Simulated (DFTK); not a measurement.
Here is a DFTK 0.8.2 calculation.

Contents of run.jl:

```julia
using DFTK
using PseudoPotentialData
using Unitful, UnitfulAtomic
using LinearAlgebra, Printf
using AtomsBase
include("save.jl")
disable_threading()

cell = [[0.0, 1.9609, 1.9609],
        [1.9609, 0.0, 1.9609],
        [1.9609, 1.9609, 0.0]]u"Å"
system = periodic_system([:Pt => [0.0, 0.0, 0.0]],
                         cell; fractional=true)
lattice   = austrip.(hcat(cell_vectors(system)...))
symbols   = atomic_symbol(system, :) .|> Symbol
positions = [lattice \ austrip.(position(system, i)) for i in 1:length(system)]
pseudopotentials = PseudoFamily("cp2k.nc.sr.pbe.v0_1.largecore.gth")
elements = Dict(s => ElementPsp(s, pseudopotentials) for s in unique(symbols))
atoms    = [elements[s] for s in symbols]

build_model(lattice, positions; symmetries=true) =
    model_DFT(lattice, atoms, positions;
              functionals=r2SCAN(),
              temperature=austrip(0.05u"eV"),
              smearing=Smearing.FermiDirac(),
              symmetries)
Ecut  = 52.0  # hartree
kgrid = [12, 12, 12]
tol   = 1e-6
to_GPa = ustrip(uconvert(u"GPa", 1u"hartree/bohr^3"))

model = build_model(lattice, positions)
basis = PlaneWaveBasis(model; Ecut, kgrid)
display(basis)
scfres = self_consistent_field(basis;
                               tol,
                               nbandsalg=AdaptiveBands(model; n_bands_converge=10),
                               solver=ScfAndersonSolver())
display(scfres.energies)
@printf "Fermi level: %.6f eV\n" ustrip(auconvert(u"eV", something(scfres.εF, NaN)))
forces = compute_forces_cart(scfres)
println("Forces (eV/Å)")
for (s, f) in zip(symbols, forces)
    @printf "%-3s %12.6f %12.6f %12.6f\n" s ustrip.(auconvert.(u"eV/Å", f))...
end
stress = compute_stresses_cart(scfres)
println("Stress (GPa)")
display(round.(stress * to_GPa; digits=4))
println("Levels at the first k-point (eV): ", round.(ustrip.(auconvert.(u"eV", scfres.eigenvalues[1][1:scfres.n_bands_converge])); digits=4))
save_scf!(scfres; forces, stress)

points = Dict("G" => [0.0, 0.0, 0.0], "K" => [0.375, 0.375, 0.75], "L" => [0.5, 0.5, 0.5], "U" => [0.625, 0.25, 0.625], "W" => [0.5, 0.25, 0.75], "X" => [0.5, 0.0, 0.5])
segments = [("G", "X", 7), ("X", "W", 4), ("W", "K", 3), ("K", "G", 7), ("G", "L", 6), ("L", "U", 4), ("U", "W", 3), ("W", "L", 5), ("L", "K", 4), ("U", "X", 3)]
kcoords = vcat([[points[a] + t * (points[b] - points[a]) for t in range(0, 1, n)] for (a, b, n) in segments]...)
bands = compute_bands(scfres, ExplicitKpoints(kcoords); n_bands=12, tol=1e-5)
for (k, ε) in zip(bands.basis.kpoints, bands.eigenvalues)
    @printf "%d %8.4f %8.4f %8.4f " k.spin k.coordinate...
    println(join([@sprintf("%9.4f", e) for e in ustrip.(auconvert.(u"eV", ε .- scfres.εF))]))
end
results["band_energies"] = rows(bands.eigenvalues); results["band_kpoints"] = rows(kcoords)
```

Potentials or basis: cp2k.nc.sr.pbe.v0_1.largecore.gth (PBE, GTH, large core).

Launch:

```sh
$ julia --threads=1 run.jl  # save.jl only writes the numbers to a file and isn't shown; printed stress counts tension as positive; times include loading and compiling
```

**Question.** Estimate the pressure.

**Answer.** 9.2 GPa.

**Question.** What does it give for the band gap on the k mesh?

**Answer.** None (metal or under the smearing width).

Levels at the corners of the path, in eV from the Fermi level:
| point | band 3 | band 4 | band 5 | band 6 | band 7 | band 8 |
| --- | --- | --- | --- | --- | --- | --- |
| Γ | -4.03 | -4.03 | -2.12 | -2.12 | 16.98 | 21.58 |
| X | -0.37 | 0.66 | 0.66 | 1.06 | 8.49 | 11.52 |
| W | -4.97 | -2.51 | 0.66 | 6.73 | 8.20 | 8.20 |
| K | -3.24 | -1.78 | -0.07 | 5.43 | 6.65 | 10.16 |
| Γ | -4.03 | -4.03 | -2.12 | -2.12 | 16.98 | 21.58 |
| L | -4.33 | -1.16 | -0.03 | -0.03 | 5.72 | 16.32 |
| U | -3.24 | -1.78 | -0.07 | 5.43 | 6.65 | 10.16 |
| W | -4.97 | -2.51 | 0.66 | 6.73 | 8.20 | 8.20 |
| L | -4.33 | -1.16 | -0.03 | -0.03 | 5.72 | 16.32 |
| K | -3.24 | -1.78 | -0.07 | 5.43 | 6.65 | 10.16 |
| U | -3.24 | -1.78 | -0.07 | 5.43 | 6.65 | 10.16 |
| X | -0.37 | 0.66 | 0.66 | 1.06 | 8.49 | 11.52 |

Caveat: GTH potentials come without recommended cutoffs, and this one wasn't checked for convergence; the potentials were made for another functional, which shifts forces and pressure; spin-orbit coupling is left out, which moves the levels of the heavy elements; this set keeps more shells in the core, which shifts pressures and gaps.
